Whether a layer of GaP or GaAs grows strained or relaxed on silicon is judged from its thickness and the lattice mismatch, and the decision here is whether that mismatch may be taken from revPBE+D3(BJ). Every computed lattice constant in the table lies within 0.8 % of the measured one, but a mismatch is a difference, and it inherits the difference of two errors. For GaP on Si the computed mismatch is 0.58 % against a measured 0.36 %, about 1.6 times too large. That factor leans on a single measured GaP value, given without a method and read from its paper by a program that can err; a slip of 0.01 Å there would move the measured mismatch by about 0.2 points. The last column, computed over measured less one, is called the error below.

Lattice constants of six cubic crystals from ABINIT 10.8.3, Kohn-Sham DFT with revPBE+D3(BJ), without spin polarisation or spin-orbit coupling, Fermi-Dirac smearing 0.05 eV. The computed value is the edge of the conventional cubic cell at the rest volume of a fit to static energies at seven volumes.

```
formula  space group  volume of the given cell (Å³/atom)  potentials or basis  wave cutoff (eV)    k-mesh  computed lattice constant (Å)  measured lattice constant (Å)  range of the values found (Å)                         source  computed over measured, less one (%)
    BAs        F-43m                               13.63     JTH-PAW-PBE-v2.0             408.2  10x10x10                          4.743                        4.77659               4.7741 to 4.7776        arXiv:1906.04101 (2019)                                 -0.70
     Si        Fd-3m                               20.16     JTH-PAW-PBE-v2.0             408.2     8x8x8                          5.390                         5.4307               3.842 to 5.43123             pmc:4865310 (2001)                                 -0.75
    GaP        F-43m                               20.24     JTH-PAW-PBE-v2.0             544.2     8x8x8                          5.421                         5.4505                      one value            pmc:10995952 (2024)                                 -0.53
   GaAs        F-43m                               22.59     JTH-PAW-PBE-v2.0             462.6     8x8x8                          5.652                          5.653                5.653 to 5.6538             pmc:9457441 (2022)                                 -0.02
   TePb        Fm-3m                               33.73     JTH-PAW-PBE-v2.0             462.6     7x7x7                          6.437                         6.4546                6.4397 to 6.463        arXiv:1709.02863 (2017)                                 -0.27
   CdTe        F-43m                               32.92     JTH-PAW-PBE-v2.0             462.6     7x7x7                          6.492                          6.482                 6.482 to 6.486  arXiv:cond-mat/0608141 (2006)                                  0.15
```

With the missing vibrational expansion set aside, the error of a calculated lattice constant is read here as what two opposing tendencies of the method leave over. It is established that revPBE alone binds such solids too loosely and leaves them too long, generally more so with heavier atoms. The D3 term adds an attraction between all pairs of atoms and pulls the lattice in. A short crystal then points to a pull that overshoots, and one that is correct after allowing for vibration to a pull that just makes up for the looseness. This reading is argued from theory; the share of D3 in each row is untested, and so is the effect of using PAW potentials generated for PBE with revPBE.

The net fault can be read as a pressure. Held at its measured size, a perfectly described static crystal would feel only the tension that offsets the missing vibrational pressure. The calculated one feels a pressure P, which contains this part and the fault of the method. With B0 the bulk modulus from the same energy-volume fit, V0 the computed and V the measured volume, and V proportional to a³ for the cubic edge a:

P ≈ B0 (V0 − V)/V ≈ 3 B0 × error

For Si, with no adjusted constant, P = 3 × 95.6 GPa × (−0.0075) = −2.15 GPa. A Birch-Murnaghan refit of the energies gives −2.01 GPa, so the linear step is adequate.

BAs and Si, at the top, are the clear failures, short by 0.70 % and 0.75 %. The measured values barely scatter once the low end of the Si range is recognised as the primitive edge a/√2. Energy minimum and zero of the computed stress agree to 0.02 % in a, so the runs are consistent with themselves, though this does not test the k-mesh, and no crystal was repeated on a denser one. BAs is the stiffer crystal, so a nearly equal shortness means a larger tension at the measured size, with P about −2.9 GPa.

Vibration accounts for only part of this. Measured crystals are expanded by zero-point and thermal motion, by roughly γE/(3 B0 v) in a, with γ the Grüneisen parameter, E the vibrational energy and v the volume per atom. A Debye estimate with γ = 1, rough recalled Debye temperatures and near room temperature gives a few tenths of a percent in every row. Erasing the errors of BAs and Si would need γ near 3, whereas tetrahedral semiconductors have values around one or below (rough, recalled). The correction lifts the whole column about equally and leaves the trend in place.

From GaP (−0.53 %) to GaAs (−0.02 %) the error almost vanishes, and this is where a small error misleads. The same vibrational shift that eases BAs and Si makes static GaAs too long by a few tenths of a percent, so its agreement is in part a cancellation against the missing expansion. For epitaxy the consequence is direct, since a GaAs of almost the measured size is set on a short Si. The computed mismatch is 4.86 % against a measured 4.09 %, the largest absolute miss of the three pairs tested.

These rows also show that the fault is not one common inward pressure, which would shorten soft crystals most. Among the five tetrahedral crystals the softest, CdTe, is the longest, and a fit of an offset plus c/B0 returns a positive c. The error rises in the order of mean atomic number, from Si through BAs, GaP and GaAs to CdTe, as expected if the looseness of revPBE gains on the D3 pull with heavier atoms. A straight line in mean atomic number, fitted to those five rows, cuts the rms scatter from 0.37 to 0.12 percentage points but misses GaAs by 0.23. The fit in 1/B0 does nearly as well, with 0.17. With five points and two constants the line describes the order and does not establish the cause.

PbTe (TePb in the table) was left out of that fit, and it lies 0.98 points below the line. It is rocksalt with six neighbours, and spin-orbit coupling, left out in every row, is strongest in Pb, so the functional cannot yet be blamed or cleared. The run itself converged without a warning, yet its rest volume is unsettled. The energy fit leaves the largest rms residual of the six, 0.067 meV per atom, although the band gap varies smoothly across the scan and gives no sign of a changing electronic state. The stress vanishes at a lattice constant 0.69 % below the energy minimum. Read from the stress, the error would be −0.96 % instead of −0.27 %.

The standard origin of such a gap is an incomplete plane-wave basis. Energies at fixed cutoff gain plane waves as the cell expands, while the stress is evaluated with the set frozen and lacks that gain, so the pressure comes out too low. The energy minimum is usually the better value, but a large gap says the cutoff is short. In PbTe the stiffness taken from the stress also collapses from 52 to 10 GPa across the scan. The energies soften strongly too, with a pressure derivative of B0 of 7.3, so the frozen set alone does not explain the collapse. Si has a high derivative too, 6.1, in spite of its agreement on the rest volume, so a high derivative alone does not point to a short cutoff.

CdTe, at the bottom, is the only long row, +0.15 %, and the same test weakens trust in its sign. Only one scanned volume lies clearly on the expanded side, and the stress vanishes 0.23 % below the energy minimum, which would turn the error into −0.08 %. Dropping any one volume from the energy fit moves a by at most 0.015 % in any row, so this stability does not reveal the problem in either telluride. The comparison of stress with energy does, and the row-by-row values are in the output below.

A computed mismatch is therefore biased by the gap between the two errors, which within the tetrahedral rows tends to widen with the difference in atomic weight. It matters most where the true mismatch is small, as for GaP on Si, where a gap of 0.22 points is more than half of the quantity itself. For CdTe on GaAs the mismatch is off by a similar 0.19 points, only about 1 % of its value, and this miss is no larger than the doubt in the CdTe run.

Output of the analysis:

```
mean error -0.35 %, mean abs 0.40 %; rounding of a: about 0.009 %
1. row: error %; B0 GPa; P at measured volume GPa, energy refit | 3*B*error; error span over measured values %
BAs   -0.70   143.1  -2.89 | -3.00  -0.72 to -0.65
Si    -0.75    95.6  -2.01 | -2.15  -0.80 to -0.76
GaP   -0.53    86.6  -1.34 | -1.38  -0.53 to -0.53
GaAs  -0.02    70.0  -0.03 | -0.04  -0.03 to -0.01
TePb  -0.27    42.6  -0.33 | -0.34  -0.40 to -0.04
CdTe  +0.15    41.2  +0.19 | +0.19  +0.09 to +0.15
2. row: v0, zero-stress V A^3/atom; a(stress) vs a(energy) %; error from stress %;
   mean stress P less energy P GPa; leave-one-out shift of a %; B0'; local B first -> last step GPa
BAs   13.34 13.33  -0.02  -0.72  -0.09  0.001  4.1  161 -> 104
Si    19.58 19.58  +0.01  -0.73  +0.02  0.009  6.1  105 -> 54
GaP   19.92 19.91  -0.02  -0.55  -0.04  0.000  4.5  101 -> 64
GaAs  22.57 22.53  -0.06  -0.08  -0.13  0.002  4.8  88 -> 54
TePb  33.34 32.65  -0.69  -0.96  -0.93  0.014  7.3  52 -> 10
CdTe  34.20 33.96  -0.23  -0.08  -0.30  0.015  4.8  62 -> 39
3. vibration, rough (gamma=1, recalled Debye T): expansion %; shifted error %; gamma to erase error
BAs   0.3  -0.4  gamma 2.6
Si    0.3  -0.5  gamma 2.8
GaP   0.3  -0.3  gamma 2.0
GaAs  0.3  +0.3  gamma 0.1
TePb  0.2  -0.0  gamma 1.1
CdTe  0.3  +0.4  already long
4. fits to five tetrahedral rows; TePb (rocksalt, doubtful fit) only predicted; residuals in %
constant: parameters -0.370, rms 0.37, worst fitted row CdTe
   BAs -0.33 Si -0.38 GaP -0.16 GaAs +0.35 TePb +0.10 CdTe +0.52
offset + c/B0 (c in % GPa): parameters -1.115 +55.119, rms 0.17, worst fitted row GaAs
   BAs +0.03 Si -0.21 GaP -0.05 GaAs +0.31 TePb -0.45 CdTe -0.07
offset + slope*mean Z: parameters -1.125 +0.027, rms 0.12, worst fitted row GaAs
   BAs -0.09 Si -0.01 GaP -0.03 GaAs +0.23 TePb -0.98 CdTe -0.09
5. lattice mismatch %: computed, measured, difference, ratio
GaP on Si: 0.58  0.36  +0.22  1.60
GaAs on Si: 4.86  4.09  +0.77  1.19
CdTe on GaAs: 14.86  14.66  +0.19  1.01
(8 v0)^(1/3) matches the table within 0.0005 A
```
